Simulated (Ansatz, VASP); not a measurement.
## One calculation of TlBr, two programs

```
Tl Br
1.0
     3.98000    0.00000    0.00000
     0.00000    3.98000    0.00000
     0.00000    0.00000    3.98000
Tl Br
1 1
Direct
  0.00000 0.00000 0.00000
  0.50000 0.50000 0.50000
```

Alike in both runs: task single point; functional PBE; dispersion D3(BJ); k mesh 8 × 8 × 8; occupations gaussian, width 0.02 eV; no spin polarisation.

|  | VASP | Ansatz |
| --- | --- | --- |
| version | VASP 6.6.1 | Ansatz 0.2.0 |
| potentials or method | VASP PAW PBE potentials, release 64 (Tl_d, Br) | scalar-relativistic, plane waves, PAW |
| plane-wave cutoff (eV) | 520 | 420 |
| valence electrons in the cell | 20 | 20 |

Ansatz gave:

```
gap on the k mesh at the Fermi level (eV) : 1.86
least direct gap on the mesh (eV)         : 1.86
pressure (GPa)                            : 0.0
dispersion energy (meV/atom)              : -274.1
```

**Question.** What did VASP give for the same quantities?

**Answer.** gap on the k mesh at the Fermi level (eV): 1.86; least direct gap on the mesh (eV): 1.86; pressure (GPa): 0.0; dispersion energy (meV/atom): -274.0.

Caveats: spin-orbit coupling is left out, which as a rule narrows the gap of such compounds by several tenths of an eV. A k mesh can miss the band edges.
